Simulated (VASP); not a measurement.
# Al: convergence, RPA pressure from two volumes

Al, Fm-3m (no. 225), 1 atom in the cell. PBE, RPA total energies; PAW potentials Al_GW (PBE set). VASP 6.6.1.

Wanted: pressure from correlation alone within 0.3 GPa.

Long-wave limit: left out; k mesh of the exchange step: 8 × 8 × 8; Volumes (share of the given one): 0.97, 1.03.

## k mesh of the correlation step

| k mesh of the correlation step | Pressure from correlation alone (GPa) | Time (s) |
|---|---|---|
| 2x2x2 | -3.90 | 24 |
| 3x3x3 | -1.10 | 41 |
| 4x4x4 | -4.45 | 38 |
| 6x6x6 | -3.85 | 45 |
| 8x8x8 | -4.03 | 69 |
| 10x10x10 (reference) | -2.73 | 121 |

## Question

The rows run from the loosest to the tightest. For each series: choose the loosest value from which every tighter one stays within half of the tolerance.

## Answer

- k mesh of the correlation step: 10x10x10, the tightest run, since the next looser one is off by more than half of the tolerance (convergence isn't shown beyond it)

## The input

INCAR.step1:
```
ALGO     = Normal         # electronic algorithm
EDIFF    = 1E-8           # SCF threshold, eV
ENCUT    = 200            # plane-wave cutoff, eV
GGA      = PE             # functional
ISMEAR   = 0              # smearing method
KPAR     = 8            
LASPH    = T              # aspherical terms in the spheres
LCHARG   = F              # write CHGCAR
LREAL    = F              # projectors in reciprocal space
LWAVE    = T              # write WAVECAR
PREC     = Accurate       # precision mode
SIGMA    = 0.1            # smearing width, eV
```

INCAR.step2, as INCAR.step1 but for:
```
- ALGO = Normal
- LWAVE = T
+ AEXX = 1.0
+ AGGAC = 0.0
+ ALDAC = 0.0
+ ALGO = Eigenval
+ LHFCALC = T
+ LWAVE = F
+ NELM = 1
+ PRECFOCK = Fast
```

INCAR.step3:
```
ALGO     = ACFDT          # electronic algorithm
EDIFF    = 1E-8           # SCF threshold, eV
ENCUT    = 200            # plane-wave cutoff, eV
GGA      = PE             # functional
ISMEAR   = 0              # smearing method
LASPH    = T              # aspherical terms in the spheres
LCHARG   = F              # write CHGCAR
LREAL    = F              # projectors in reciprocal space
LWAVE    = F              # write WAVECAR
NOMEGA   = 16             # frequency points
PREC     = Accurate       # precision mode
PRECFOCK = Fast         
SIGMA    = 0.1            # smearing width, eV
```

KPOINTS.step1:
```
k-points
0
Gamma
  8 8 8
```

KPOINTS.step3:
```
Automatic mesh
0
Gamma
  10 10 10
  0 0 0
```

POSCAR.step1:
```
Al
1.0
    0.0000000000      2.0043510258      2.0043510258
    2.0043510258      0.0000000000      2.0043510258
    2.0043510258      2.0043510258      0.0000000000
Al
1
Direct
    0.0000000000      0.0000000000      0.0000000000
```

POSCAR.step4:
```
Al
1.0
    0.0000000000      2.0448538781      2.0448538781
    2.0448538781      0.0000000000      2.0448538781
    2.0448538781      2.0448538781      0.0000000000
Al
1
Direct
    0.0000000000      0.0000000000      0.0000000000
```

Commands (each step's output is kept before the next begins):
```
cat potpaw_PBE.64/Al_GW/POTCAR > POTCAR
cp INCAR.step1 INCAR
cp KPOINTS.step1 KPOINTS
cp POSCAR.step1 POSCAR
mpirun -np 8 vasp_std > vasp.out
cp INCAR.step2 INCAR
mpirun -np 8 vasp_std > vasp.out
rm WAVECAR CHG
cp INCAR.step3 INCAR
cp KPOINTS.step3 KPOINTS
mpirun -np 8 vasp_std > vasp.out
rm WAVECAR CHG
cp INCAR.step1 INCAR
cp KPOINTS.step1 KPOINTS
cp POSCAR.step4 POSCAR
mpirun -np 8 vasp_std > vasp.out
cp INCAR.step2 INCAR
mpirun -np 8 vasp_std > vasp.out
rm WAVECAR CHG
cp INCAR.step3 INCAR
cp KPOINTS.step3 KPOINTS
mpirun -np 8 vasp_std > vasp.out
```

Limits: The plane-wave cutoff lies under the usual one for these potentials, so absolute numbers hold a basis-set error.

The chosen input took VASP 6.6.1 121 s on 8 cores (Intel Xeon 6975P-C (Granite Rapids)), a shared host.
